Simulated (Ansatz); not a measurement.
Geometry optimisation in Ansatz: input, command and trajectory.

```yaml
crystal:
  lattice:
    - [4.1669696788, 0.0, 0.0]
    - [-2.0834848394, 3.6087015986, 0.0]
    - [0.0, 0.0, 6.6528813088]
  atoms:
    - { symbol: Cd, position: [0.0, 0.0, 0.0] }
    - { symbol: I, position: [0.3333333333, 0.6666666667, 0.2580560726] }
    - { symbol: I, position: [0.6666666667, 0.3333333333, 0.7419439274] }
basis:
  ecutwfc: 420
kpoints:
  mp_grid: { grid: [6, 6, 4] }
hamiltonian:
  xc: pbe
  dispersion: d3bj
scf:
  occupations: { method: gaussian, width: 0.02 }
output:
  forces: true
  stress: true
  eigenvalues: true
relax:
  adjacent_minimum: "off"
  f_tol: 0.01
  max_steps: 30
  cell: { stress_tol: 0.1, fix: [volume] }
```

```bash
ansatz run input.yaml --threads 1 --pin off --max-ram 2560MiB --backend cpu --events-out ev --progress --plain --runs-dir out
```

Theory: Ansatz 0.2.0, DFT PBE+D3(BJ), scalar-relativistic, plane waves, PAW.

The volume is held at 0.94 times that of the relaxed cell.

Of 4 frames 3 are shown, positions in Å and forces in eV/Å; the SCF threshold varies from step to step. Steps run on the plane waves of an earlier cell, with a Pulay correction in the pressure. The basis is chosen afresh for the last frame, the zero of the energies, and at times for earlier ones too; energy and pressure step there, also at an unchanged geometry. The mark taken_back stands on steps that the optimiser undid.

```xyz
3
Lattice="4.1670 0.0000 0.0000 -2.0835 3.6087 0.0000 0.0000 0.0000 6.6529" Properties=species:S:1:pos:R:3:forces:R:3 pbc="T T T" step=1 free_energy_over_end_meV_per_atom=1.70 pressure_GPa=1.85
Cd    0.0000    0.0000    0.0000    0.0000    0.0000    0.0000
I     0.0000    2.4058    1.7168    0.0000    0.0000    0.1685
I     2.0835    1.2029    4.9361    0.0000    0.0000   -0.1685
3
Lattice="4.1790 0.0000 0.0000 -2.0895 3.6191 0.0000 0.0000 0.0000 6.6147" Properties=species:S:1:pos:R:3:forces:R:3 pbc="T T T" step=2 free_energy_over_end_meV_per_atom=1.88 pressure_GPa=0.87 taken_back
Cd    0.0000    0.0000    0.0000    0.0000    0.0000    0.0000
I     0.0000    2.4127    1.7649    0.0000    0.0000   -0.1894
I     2.0895    1.2064    4.8499    0.0000    0.0000    0.1894
3
Lattice="4.1784 0.0000 0.0000 -2.0892 3.6186 0.0000 0.0000 0.0000 6.6165" Properties=species:S:1:pos:R:3:forces:R:3 pbc="T T T" step=4 free_energy_over_end_meV_per_atom=0.00 pressure_GPa=1.35
Cd    0.0000    0.0000    0.0000    0.0000    0.0000    0.0000
I     0.0000    2.4124    1.7356    0.0000    0.0000   -0.0010
I     2.0892    1.2062    4.8809    0.0000    0.0000    0.0010
```

The run took 15 s on 1 thread of Intel(R) Xeon(R) Platinum 8375C CPU @ 2.90GHz (Ice Lake) (shared host), peak memory 0.47 GiB.